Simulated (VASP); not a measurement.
# Mn (Fd-3m) in VASP: notebook, part 2 of 3

VASP 6.6.1. Earlier steps stand in the parts before.

### Step 3. Single point, PBEsol

The input, INCAR:

```
ALGO = Fast
EDIFF = 1E-7
ENCUT = 520
GGA = PS
ISIF = 2
ISMEAR = -1
LASPH = True
LCHARG = True
LELF = True
LREAL = False
LVHAR = True
LWAVE = False
NBANDS = 20
NELM = 100
PREC = Accurate
SIGMA = 0.1
```

The input, KPOINTS:

```
k-points
0
Gamma
  11 11 11
```

The input, POSCAR:

```
Mn
1.0
    0.0000000000      2.4417303927      2.4417303927
    2.4417303927      0.0000000000      2.4417303927
    2.4417303927      2.4417303927      0.0000000000
Mn
2
Direct
    0.1250000000      0.1250000000      0.1250000000
    0.8750000000      0.8750000000      0.8750000000
```

Potentials or basis: VASP PAW PBE potentials, release 64 (Mn_pv).

Launch:

```
cat potpaw_PBE.64/Mn_pv/POTCAR > POTCAR
mpirun -np 1 vasp_std > vasp.out
```

OUTCAR:

```text
EDIFF = 1E-7
   ENCUT = 520
   GGA = PS
   ISIF = 2
   ISMEAR = -1
   LASPH = True
   LREAL = False
   NELM = 100
   PREC = Accurate

 ion  position               nearest neighbor table
   1  0.125  0.125  0.125-   2 2.11   2 2.11   2 2.11   2 2.11
   2  0.875  0.875  0.875-   1 2.11   1 2.11   1 2.11   1 2.11

  LATTYP: Found a face centered cubic cell.
 ALAT       =     4.8834607854

  Lattice vectors:

 A1 = (   0.0000000000,   2.4417303927,   2.4417303927)
 A2 = (   2.4417303927,   0.0000000000,   2.4417303927)
 A3 = (   2.4417303927,   2.4417303927,   0.0000000000)

Analysis of symmetry for initial positions (statically):
=====================================================================
 Subroutine PRICEL returns:
 Original cell was already a primitive cell.

 Routine SETGRP: Setting up the symmetry group for a
 face centered cubic supercell.

 Subroutine GETGRP returns: Found 48 space group operations
 (whereof 12 operations were pure point group operations)
 out of a pool of 48 trial point group operations.
[... 154 lines left out ...]
   NGX = 13   NGY = 13   NGZ = 13

 number of electron      26.0000004 magnetization

 Free energy of the ion-electron system (eV)
  ---------------------------------------------------
  ext. energy  EPLUGINS =         0.00000000
  ---------------------------------------------------
  free energy    TOTEN  =       -16.49186151 eV

  energy without entropy =      -16.42738108  energy(sigma->0) =      -16.45962130

 E-fermi :   6.3381     XC(G=0): -12.0864

 val. band max:        6.3318272092   @ k =  -0.2727   0.2727   0.0000
 cond. band min:       6.3663555231   @ k =  -0.4545   0.4545   0.0000
 fundamental gap:      0.0345283138
 Fermi energy:         6.3381470107

 k-point     1 :       0.0000    0.0000    0.0000
  band No.  band energies     occupation
      1     -41.4588      2.00000
      2     -41.4588      2.00000
      3     -41.4588      2.00000
      4     -40.6539      2.00000
      5     -40.6539      2.00000
      6     -40.6539      2.00000
[... 541 lines left out ...]
     19      14.6697      0.00000
     20      19.7163      0.00000

 [... further k-points ...]
[... 5 lines left out ...]
  --------------------------------------------------------------------------------------
  -------------------------------------------------------------------------------------
  Total        0.1053682      0.1053682      0.1053682     -0.0000000     -0.0000000      0.0000000
  in kB        5.7982529      5.7982529      5.7982529     -0.0000000     -0.0000000      0.0000000
  external PRESSURE =       5.7982529 kB  Pullay stress =       0.0000000 kB

 VOLUME and BASIS-vectors are now :
 -----------------------------------------------------------------------------
  energy-cutoff  :      520.00
  volume of cell :       29.12
      direct lattice vectors                 reciprocal lattice vectors
     0.000000000  2.441730393  2.441730393    -0.204772813  0.204772813  0.204772813
     2.441730393  0.000000000  2.441730393     0.204772813 -0.204772813  0.204772813
     2.441730393  2.441730393  0.000000000     0.204772813  0.204772813 -0.204772813

 POSITION                                       TOTAL-FORCE (eV/Angst)
 -----------------------------------------------------------------------------------
      0.61043      0.61043      0.61043        -0.000000     -0.000000     -0.000000
      4.27303      4.27303      4.27303         0.000000      0.000000      0.000000
 -----------------------------------------------------------------------------------
    total drift:                                0.000000     -0.000000     -0.000000

  FREE ENERGIE OF THE ION-ELECTRON SYSTEM (eV)
  ---------------------------------------------------
  free  energy   TOTEN  =       -16.4918615132 eV

  energy  without entropy=      -16.4273810789  energy(sigma->0) =      -16.45962130
```

OSZICAR:

```text
N       E                     dE             d eps       ncg     rms          rms(c)
DAV:   1     0.261455048234E+03    0.26146E+03   -0.16126E+04  2240   0.172E+03
DAV:   2    -0.796585372226E+01   -0.26942E+03   -0.26160E+03  2252   0.452E+02
DAV:   3    -0.180403522832E+02   -0.10074E+02   -0.99671E+01  2360   0.106E+02
DAV:   4    -0.181651809246E+02   -0.12483E+00   -0.12482E+00  2372   0.115E+01
DAV:   5    -0.181680994575E+02   -0.29185E-02   -0.29185E-02  2380   0.175E+00    0.137E+01
RMM:   6    -0.166249105569E+02    0.15432E+01   -0.90107E+00  2352   0.303E+01    0.264E+00
RMM:   7    -0.165075386218E+02    0.11737E+00   -0.53268E-01  2391   0.785E+00    0.158E+00
RMM:   8    -0.164917841146E+02    0.15755E-01   -0.28158E-02  2376   0.188E+00    0.178E-01
RMM:   9    -0.164918070269E+02   -0.22912E-04   -0.44318E-03  2508   0.872E-01    0.516E-02
RMM:  10    -0.164918675560E+02   -0.60529E-04   -0.73095E-04  2533   0.302E-01    0.323E-02
RMM:  11    -0.164918585699E+02    0.89861E-05   -0.13072E-04  2376   0.137E-01    0.552E-03
RMM:  12    -0.164918607222E+02   -0.21524E-05   -0.19400E-05  2774   0.506E-02    0.138E-03
RMM:  13    -0.164918611856E+02   -0.46339E-06   -0.19295E-06  2338   0.134E-02    0.232E-03
RMM:  14    -0.164918614850E+02   -0.29942E-06   -0.51112E-07  1993   0.805E-03    0.439E-04
RMM:  15    -0.164918615132E+02   -0.28187E-07   -0.11475E-07  1317   0.347E-03
   1 F= -.16491862E+02 E0= -.16459621E+02  d E =-.644804E-01
```

stdout:

```text
POSCAR found type information on POSCAR Mn
 POSCAR found :  1 types and       2 ions
 scaLAPACK will be used
 -----------------------------------------------------------------------------
|                                                                             |
|                                                                             |
|     You enforced a specific xc type in the INCAR file but a different       |
|     I HOPE YOU KNOW WHAT YOU ARE DOING!                                     |
|                                                                             |
 -----------------------------------------------------------------------------

 LDA part: xc-table for (Slater+PW92), standard interpolation
 POSCAR, INCAR and KPOINTS ok, starting setup
 FFT: planning ... GRIDC
 FFT: planning ... GRID_SOFT
 FFT: planning ... GRID
 WAVECAR not read
 entering main loop
```

It took 27 s on 1 thread of Intel Xeon Platinum 8488C (Sapphire Rapids), shared host; peak memory 0.16 GiB.

What came out:

- Free energy: -16.4919 eV
- Pressure: 0.6 GPa
- Band gap on the k mesh: none (metal or under the smearing width)

Caveat: the PAW data sets were made with another functional, which shifts forces and pressure a little; the run has no spin polarisation, though such a crystal can be magnetic.

### Step 4. Relaxation of cell and atoms, PBEsol

This run uses another cell than the first one, of 15.86 Å³/atom, 1.090 times its volume.

The input, INCAR:

```
  ALGO = Normal
  EDIFF = 1E-7
  EDIFFG = -0.01
  ENCUT = 600
  GGA = PS
  IBRION = 2
  ISIF = 3
  ISMEAR = -1
  LASPH = T
  LCHARG = F
  LREAL = F
  LWAVE = F
  NELM = 80
  NSW = 80
  PREC = Accurate
  SIGMA = 0.1
```

KPOINTS is that of step 3.

The input, POSCAR:

```
Mn
1.0
    0.0000000000      2.5125686141      2.5125686141
    2.5125686141      0.0000000000      2.5125686141
    2.5125686141      2.5125686141      0.0000000000
Mn
2
Direct
    0.1250000000      0.1250000000      0.1250000000
    0.8750000000      0.8750000000      0.8750000000
```

Launch:

```
cat potpaw_PBE.64/Mn_pv/POTCAR > POTCAR
mpirun -np 1 vasp_std > vasp.out
```

Run time: 65 s. Hardware: 1 thread of Intel Xeon Platinum 8488C (Sapphire Rapids), shared host; peak memory 0.18 GiB.

It converged, with:

| Item | Value |
| --- | --- |
| Free energy | -16.4946 eV |
| Relaxed volume | 14.59 Å³/atom |
| Relaxed cell | a = 3.456 Å, b = 3.456 Å, c = 3.456 Å, α = 60.00°, β = 60.00°, γ = 60.00° |
| Space group after relaxing (to 0.05 Å) | Fd-3m (No. 227) |
| Energy gained by relaxing | 47.8 meV/atom |
| Ionic steps | 4 |
| Pressure after relaxing | 0.1 GPa |
| Band gap on the k mesh | none (metal or under the smearing width) |

Step by step:
```
step  energy change (eV)  largest force (eV/Å)  pressure (GPa)  volume (Å³)
   1              0.0000                0.0000          -11.26        31.72
   2              0.0137                0.0000           16.24        26.88
   3             -0.0955                0.0000           -0.22        29.24
   4             -0.0955                0.0000            0.06        29.19
```

Final structure:
```yaml
crystal:
  lattice:
    - [0.00000, 2.44376, 2.44376]
    - [2.44376, 0.00000, 2.44376]
    - [2.44376, 2.44376, 0.00000]
  atoms:
    - { symbol: Mn, position: [0.12500, 0.12500, 0.12500] }
    - { symbol: Mn, position: [0.87500, 0.87500, 0.87500] }
```

Levels at points of the mesh, in eV from the Fermi level:
```csv
k point,band 9,band 10,band 11,band 12,band 13,band 14,band 15,band 16,band 17
"(0.00, 0.00, 0.00)",-2.25,-1.77,-1.77,-1.77,0.44,0.44,0.44,2.37,2.37
```

Caveat: the PAW data sets were made with another functional, which shifts forces and pressure a little; the run has no spin polarisation, though such a crystal can be magnetic.

(Continued in part 3 of 3.)
